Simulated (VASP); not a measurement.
**VASP 6.6.1 run: ZnSe**

INCAR

```
SIGMA = 0.02
LREAL = .FALSE.
NSW = 0
PREC = Accurate
EDIFF = 1E-7
LWAVE = .FALSE.
ALGO = Fast
GGA = PE
LASPH = .TRUE.
ISIF = 2
ISMEAR = -1
IBRION = -1
LCHARG = .FALSE.
NELM = 120
NBANDS = 16
ENCUT = 520
```

KPOINTS

```
KPOINTS created by Atomic Simulation Environment
0
Gamma
8 8 8
0 0 0
```

POSCAR

```
Zn Se
 1.0000000000000000
     0.0000000000000000    2.8324206848000002    2.8324206848000002
     2.7757722711000001    0.0000000000000000    2.8324206848000002
     2.7757722711000001    2.8324206848000002    0.0000000000000000
 Zn  Se
   1   1
Cartesian
  0.0000000000000000  0.0000000000000000  0.0000000000000000
  1.3878861355500001  1.4162103424000001  1.4162103424000001
```

The recommended PBE PAW datasets give the neutral cell 18 valence electrons.

Command

```
mpirun -np 1 vasp_std
```

OSZICAR

```
N       E                     dE             d eps       ncg     rms          rms(c)
DAV:   1     0.872676848269E+02    0.87268E+02   -0.88811E+03  1888   0.129E+03
DAV:   2    -0.893295243064E+00   -0.88161E+02   -0.82787E+02  2104   0.251E+02
DAV:   3    -0.624589196548E+01   -0.53526E+01   -0.53336E+01  2232   0.608E+01
DAV:   4    -0.628819789513E+01   -0.42306E-01   -0.42302E-01  2360   0.580E+00
DAV:   5    -0.628839170364E+01   -0.19381E-03   -0.19381E-03  2352   0.357E-01    0.494E+00
RMM:   6    -0.602422758639E+01    0.26416E+00   -0.52933E-01  2196   0.692E+00    0.387E+00
RMM:   7    -0.599988438043E+01    0.24343E-01   -0.10693E-01  2166   0.310E+00    0.150E+00
RMM:   8    -0.600024597350E+01   -0.36159E-03   -0.17869E-02  2401   0.953E-01    0.602E-01
RMM:   9    -0.600006897599E+01    0.17700E-03   -0.37323E-03  2199   0.675E-01    0.166E-01
RMM:  10    -0.600003089695E+01    0.38079E-04   -0.63071E-04  2464   0.266E-01    0.526E-02
RMM:  11    -0.600008107887E+01   -0.50182E-04   -0.13991E-04  2164   0.940E-02    0.524E-02
RMM:  12    -0.600008296517E+01   -0.18863E-05   -0.19884E-05  2330   0.460E-02    0.384E-03
RMM:  13    -0.600008348839E+01   -0.52322E-06   -0.34044E-06  2327   0.170E-02    0.463E-03
RMM:  14    -0.600008356283E+01   -0.74449E-07   -0.12594E-06  2243   0.122E-02    0.434E-04
RMM:  15    -0.600008358255E+01   -0.19712E-07   -0.17369E-07  1793   0.423E-03
   1 F= -.60000836E+01 E0= -.60000836E+01  d E =-.475603E-12
```

From OUTCAR

```
k-points           NKPTS =     59   k-points in BZ     NKDIM =     59   number of bands    NBANDS=     16

   NELECT =      18.0000    total number of electrons

   dimension x,y,z NGX =    30 NGY =   30 NGZ =   30
   dimension x,y,z NGXF=    60 NGYF=   60 NGZF=   60

  energy-cutoff  :      520.00
  volume of cell :       44.54
      direct lattice vectors                 reciprocal lattice vectors
     0.000000000  2.832420685  2.832420685    -0.180130051  0.176527450  0.176527450
     2.775772271  0.000000000  2.832420685     0.180130051 -0.176527450  0.176527450
     2.775772271  2.832420685  0.000000000     0.180130051  0.176527450 -0.176527450

 k-points in reciprocal lattice and weights: KPOINTS created by Atomic Simulation Env
   0.00000000  0.00000000  0.00000000       0.002
   0.12500000  0.00000000  0.00000000       0.016
   0.25000000  0.00000000  0.00000000       0.016
   0.37500000  0.00000000  0.00000000       0.016
   0.50000000  0.00000000  0.00000000       0.008
   0.12500000  0.12500000  0.00000000       0.008
   0.25000000  0.12500000  0.00000000       0.031
   0.37500000  0.12500000  0.00000000       0.031
   ...

 E-fermi :   2.2916

 k-point     1 :       0.0000    0.0000    0.0000
  band No.  band energies     occupation
      1     -11.5985      2.00000
      2      -4.8286      2.00000
      3      -4.8286      2.00000
      4      -4.8195      2.00000
      5      -4.4383      2.00000
      6      -4.4344      2.00000
      7       1.7769      2.00000
      8       1.7769      2.00000
      9       1.8492      2.00000
     10       3.1783      0.00000
     11       7.5921      0.00000
     12       7.5991      0.00000
     13       7.5991      0.00000
     14      11.8120      0.00000
     15      13.1242      0.00000
     16      13.4761      0.00000

 k-point     2 :       0.1250    0.0000    0.0000
  band No.  band energies     occupation
      1     -11.4936      2.00000
      2      -4.8212      2.00000
      3      -4.8123      2.00000
      4      -4.8044      2.00000
      5      -4.4393      2.00000
      6      -4.4363      2.00000
      7       0.4685      2.00000
      8       1.6125      2.00000
      9       1.6736      2.00000
     10       4.1582      0.00000
     11       7.5487      0.00000
     12       7.8539      0.00000
     13       7.8689      0.00000
     14      12.3766      0.00000
     15      12.5762      0.00000
     16      12.7280      0.00000

 k-point     3 :       0.2500    0.0000    0.0000
  band No.  band energies     occupation
      1     -11.2203      2.00000
      2      -4.7768      2.00000
      3      -4.7726      2.00000
      4      -4.7626      2.00000
      5      -4.4362      2.00000
      6      -4.4362      2.00000
      7      -1.3013      2.00000
      8       1.2625      2.00000
      9       1.3494      2.00000
     10       4.6040      0.00000
     11       8.2034      0.00000
     12       8.2410      0.00000
     13       8.4726      0.00000
     14      12.2260      0.00000
     15      12.2674      0.00000
     16      12.6180      0.00000

 ...

  Total        1.1981025      1.0213561      1.0213561      0.0000000      0.0000000      0.0000000
  in kB       43.0997969     36.7416316     36.7416316      0.0000000      0.0000000      0.0000000
  external PRESSURE =      38.8610200 kB  Pullay stress =       0.0000000 kB

 POSITION                                       TOTAL-FORCE (eV/Angst)
 -----------------------------------------------------------------------------------
      0.00000      0.00000      0.00000        -0.000000      0.000000      0.000000
      1.38789      1.41621      1.41621         0.000000      0.000000      0.000000
 -----------------------------------------------------------------------------------
    total drift:                               -0.000000     -0.000000     -0.000000

  FREE ENERGIE OF THE ION-ELECTRON SYSTEM (eV)
  ---------------------------------------------------
  free  energy   TOTEN  =        -6.0000835825 eV

  energy  without entropy=       -6.0000835825  energy(sigma->0) =       -6.00008358
```

It converged. Results: gap between bands v and c on the k mesh 1.33 eV; least direct gap on the k mesh 1.33 eV; pressure 3.9 GPa. Band v is the last that the valence electrons fill when counted band by band, and c is the next.

For comparison, a separate PBE run of the intended cell, on usual settings and not on those above, gives a gap of 1.33 eV on its mesh and a pressure of 3.9 GPa.

The run above took about 39 s on one core of a shared host (Intel Xeon Platinum 8488C) and held 0.19 GiB at most.
